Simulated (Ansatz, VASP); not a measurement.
One calculation of BiTe, two programs

```
Bi Te
1.0
     0.00000    3.12213    3.12213
     3.12213    0.00000    3.12213
     3.12213    3.12213    0.00000
Bi Te
1 1
Direct
  0.00000 0.00000 0.00000
  0.50000 0.50000 0.50000
```

Alike in both runs: task single point; functional PBEsol; k mesh 12 × 12 × 12; occupations gaussian, width 0.1 eV; no spin polarisation.

|  | VASP | Ansatz |
| --- | --- | --- |
| version | VASP 6.6.1 | Ansatz 0.2.0 |
| potentials or method | VASP PAW PBE potentials, release 64 (Bi_d, Te) | scalar-relativistic, plane waves, PAW |
| plane-wave cutoff (eV) | 520 | 420 |
| valence electrons in the cell | 21 | 31 |

```tsv
	VASP	Ansatz	Ansatz less VASP
gap on the k mesh at the Fermi level (eV)	none	none	-
pressure (GPa)	4.6	4.6	-0.01
```

A gap of «none» marks a metal or a gap that the smearing closes. The two sets of potentials don't hold the same shells in valence.

Caveats: the PAW data sets were made with another functional, which shifts forces and pressure a little (VASP); spin-orbit coupling is left out, which moves the levels of the heavy elements.
